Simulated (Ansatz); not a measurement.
# Decaying states in the gap of GaO, part 2 of 2

Aim: relax a made-up compound, GaO, and see how good a tunnel barrier it would be. It is built by putting O for S in the GaS structure of space group R-3m, with the volume rescaled by atomic radii. The parent structure comes from the Materials Project.

Ansatz 0.2.0; r2SCAN DFT, plane waves, PAW files (the session's first sound run).

So far, gap on the k-mesh (eV): 1.48 in steps 3, 4 and 5.

The structure was built from a prototype and need not be the compound's stable phase.

### Step 6. Band edges at another level, cutoff 1290 eV

This step: r2SCAN DFT, plane waves, norm-conserving files (Ansatz 0.2.0).

The edges again with norm-conserving files, at the same atoms. Against that run the cutoff is 1290 eV against 500.

File input.yaml:

```yaml
crystal:
  lattice:
    - [1.5406490326, 0.8894941337, 6.3331364274]
    - [-1.5406490326, 0.8894941337, 6.3331364274]
    - [0.0, -1.7789882674, 6.3331364274]
  atoms:
    - { symbol: Ga, position: [0.9346836786, 0.9346836786, 0.9346836786] }
    - { symbol: Ga, position: [0.0653163214, 0.0653163214, 0.0653163214] }
    - { symbol: O, position: [0.2312853031, 0.2312853031, 0.2312853031] }
    - { symbol: O, position: [0.7687146969, 0.7687146969, 0.7687146969] }
kpoints:
  mp_grid: { grid: [8, 8, 8] }
  band_path: { path: [VBM, CBM], npoints: 30 }
scf:
  occupations: { method: fixed }
hamiltonian:
  xc: r2scan
  pseudopotentials: { kind: nc }
output:
  eigenvalues: true
```

Run with:

```sh
> ansatz run input.yaml --threads 2 --pin off --max-ram 4096MiB --backend cpu --events-out ev --progress --plain --runs-dir out
```

Run time: 34 s. Hardware: 2 threads of Arm Neoverse V2, shared host; peak memory 0.59 GiB; 67 s of CPU time.

Numbers from this step:

| Property | Result |
| --- | --- |
| free energy | -4852.7579 eV |
| Fermi energy | 8.078 eV |
| gap on the k-mesh | 1.475 eV |
| gap on path | 1.469 eV, by band count; negative where bands overlap |
| direct gap on path | 1.475 eV |
| edge places on path | 0, 2.272 1/A along the path |

Electronic bands along the path, in eV, zero at the Fermi level (highest filled level under fixed occupations); v1 is the highest filled band, c1 the lowest empty one:

| point | v4 | v3 | v2 | v1 | c1 | c2 | c3 |
| --- | --- | --- | --- | --- | --- | --- | --- |
| VBM | -2.87 | -2.65 | -2.49 | 0.01 | 2.00 | 5.73 | 9.83 |
| halfway | -3.63 | -3.56 | -3.02 | -0.17 | 3.58 | 5.90 | 6.42 |
| CBM | -2.56 | -2.40 | -2.40 | 0.00 | 1.48 | 5.35 | 9.89 |

The searched edges give 1.47 eV, against 1.48 eV on the mesh.

### Step 7. Complex bands at another level, cutoff 1290 eV

This step: r2SCAN DFT, plane waves, norm-conserving files; complex bands by layer matching along the plane's normal (Ansatz 0.2.0).

The complex bands at that level, over its own gap, at (0, 0) and (-0.5, 0).

File input.yaml:

```yaml
crystal:
  lattice:
    - [6.578253284, 0.0, 0.0]
    - [-1.44330073, 5.138100457, 0.0]
    - [-0.721650365, 2.569050228, 1.540649033]
  atoms:
    - { symbol: Ga, position: [0.8040510358, 0.9346836786, 0.0] }
    - { symbol: Ga, position: [0.1959489642, 0.0653163214, 0.0] }
    - { symbol: O, position: [0.6938559093, 0.2312853031, 0.0] }
    - { symbol: O, position: [0.3061440907, 0.7687146969, 0.0] }
kpoints:
  mp_grid: { grid: [14, 14, 14] }
scf:
  occupations: { method: fixed }
hamiltonian:
  xc: r2scan
  pseudopotentials: { kind: nc }
output:
  eigenvalues: true
  transmission:
    leads: [[0, 0]]
    kpoints: [[0.0, 0.0], [-0.5, 0.0]]
    e_range: [-1.0, 2.47]
    de: 0.06
```

The job ended after 20 min (2 threads; peak memory 3 GiB).

This step gave:

* free energy: -4852.7568 eV
* Fermi energy: 8.080 eV
* gap on the k-mesh: 1.473 eV
* level to which the leads are filled: 0.7364 eV from the Fermi level
* decay constant at the filling level, zone centre: 0.3631 Å⁻¹
* decay constant at the filling level, slowest listed point: 0.2082 Å⁻¹

K parallel (0, 0); values up to 1.5 1/Å, a degenerate pair printed once or twice; energies at which all values exceed this have no row. Table of Im kz of the slowest decaying states by energy, zero at the highest filled level on the SCF mesh:

| energy (eV) | decay 1 (Å⁻¹) | decay 2 (Å⁻¹) | decay 3 (Å⁻¹) | decay 4 (Å⁻¹) |
| --- | --- | --- | --- | --- |
| -1.00 | 0.354 | 0.390 | 0.403 | 0.525 |
| -0.82 | 0.312 | 0.362 | 0.394 | 0.515 |
| -0.64 | 0.368 | 0.398 | 0.496 | 0.553 |
| -0.46 | 0.372 | 0.401 | 0.490 | 0.566 |
| -0.34 | 0.374 | 0.402 | 0.488 | 0.575 |
| -0.16 | 0.376 | 0.403 | 0.488 | 0.585 |
| 0.02 | 0.154 | 0.377 | 0.402 | 0.488 |
| 0.20 | 0.311 | 0.376 | 0.401 | 0.488 |
| 0.38 | 0.373 | 0.398 | 0.400 | 0.488 |
| 0.56 | 0.369 | 0.395 | 0.466 | 0.488 |
| 0.68 | 0.365 | 0.392 | 0.488 | 0.504 |
| 0.86 | 0.358 | 0.386 | 0.487 | 0.543 |
| 1.04 | 0.349 | 0.378 | 0.487 | 0.537 |
| 1.22 | 0.339 | 0.369 | 0.485 | 0.531 |
| 1.40 | 0.325 | 0.359 | 0.483 | 0.522 |
| 1.58 | 0.309 | 0.346 | 0.481 | 0.508 |
| 1.76 | 0.290 | 0.330 | 0.479 | 0.496 |
| 1.88 | 0.275 | 0.318 | 0.477 | 0.487 |
| 2.06 | 0.248 | 0.297 | 0.474 | 0.474 |
| 2.24 | 0.213 | 0.271 | 0.460 | 0.470 |
| 2.42 | 0.167 | 0.238 | 0.445 | 0.466 |

K parallel (-0.5, 0); values up to 1.5 1/Å, a degenerate pair printed once or twice; energies at which all values exceed this have no row. Im kz of the slowest decaying states against energy, zero at the highest filled level on the SCF mesh:

| energy (eV) | decay 1 (Å⁻¹) | decay 2 (Å⁻¹) | decay 3 (Å⁻¹) | decay 4 (Å⁻¹) |
| --- | --- | --- | --- | --- |
| -1.00 | 0.254 | 0.305 | 0.359 | 0.395 |
| -0.88 | 0.258 | 0.286 | 0.364 | 0.395 |
| -0.70 | 0.242 | 0.262 | 0.370 | 0.390 |
| -0.58 | 0.192 | 0.263 | 0.370 | 0.381 |
| -0.46 | 0.0896 | 0.264 | 0.361 | 0.368 |
| -0.34 | 0.264 | 0.318 | 0.361 | 0.462 |
| -0.16 | 0.261 | 0.328 | 0.462 | 0.526 |
| -0.04 | 0.155 | 0.238 | 0.258 | 0.463 |
| 0.02 | 0.164 | 0.228 | 0.256 | 0.463 |
| 0.08 | 0.254 | 0.274 | 0.302 | 0.462 |
| 0.26 | 0.246 | 0.355 | 0.462 | 0.483 |
| 0.38 | 0.238 | 0.388 | 0.461 | 0.479 |
| 0.50 | 0.230 | 0.412 | 0.460 | 0.476 |
| 0.62 | 0.220 | 0.431 | 0.458 | 0.474 |
| 0.80 | 0.201 | 0.450 | 0.455 | 0.472 |
| 0.92 | 0.186 | 0.453 | 0.460 | 0.470 |
| 1.04 | 0.168 | 0.450 | 0.467 | 0.469 |
| 1.16 | 0.145 | 0.446 | 0.467 | 0.472 |
| 1.34 | 0.0973 | 0.441 | 0.465 | 0.476 |
| 1.46 | 0.0307 | 0.436 | 0.463 | 0.478 |
| 1.58 | 0.431 | 0.461 | 0.478 | 0.478 |
| 1.76 | 0.422 | 0.458 | 0.474 | 0.475 |
| 1.88 | 0.416 | 0.456 | 0.470 | 0.472 |
| 2.00 | 0.408 | 0.453 | 0.467 | 0.468 |
| 2.12 | 0.400 | 0.451 | 0.463 | 0.463 |
| 2.30 | 0.385 | 0.446 | 0.454 | 0.456 |
| 2.42 | 0.374 | 0.443 | 0.447 | 0.452 |

At the listed wavevectors the last open channel is at -0.04 eV and the next at +1.52 eV on the grid. At +0.74 eV, the grid energy nearest the filling level (the middle of the gap on the SCF mesh), the slowest state at the listed wavevectors decays with κ = 0.208 Å⁻¹, its amplitude falling by e over 4.8 Å; the first such run, plane (110), gave 0.208 Å⁻¹.

### Step 8. Outcome

| Item | Value |
| --- | --- |
| band gap | 1.48 eV |
| least decay constant at mid-gap, normal to (110) | 0.208 Å⁻¹ |
| least decay constant at mid-gap, normal to (101) | 0.210 Å⁻¹ |
| least decay constant, norm-conserving files | 0.208 Å⁻¹ |

**Reading.** With r2SCAN, the slowest decay at the wavevectors tried is κ = 0.208 Å⁻¹, normal to (110). Through such a film the transmission near mid-gap falls as exp(−2κd), a factor of ten every 5.5 Å. The directions tried decay at nearly the same rate. A free electron under a barrier of half the gap would need a mass of 0.22 mₑ to decay at this rate. The slowest decay isn't at the zone centre. With norm-conserving files the gap goes from 1.48 to 1.47 eV and the decay constant, over the first 2 listed wavevectors, from 0.208 to 0.208 Å⁻¹. The compound is made up by substitution; its stability against other phases and against distortions of the cell's symmetry was not tested. r2SCAN still narrows gaps, if less than LDA and GGA do, so real decay constants are likely larger.

[Logs are printed without paths, hosts, clocks, repeated set-up lines and the standing remarks that a program may print on its own settings, such as how far it seeks lower states.]

[Hosts, paths, dates, database ids (printed as entryN), source tags and the programs' standing remarks are cut or masked in the printed files.]
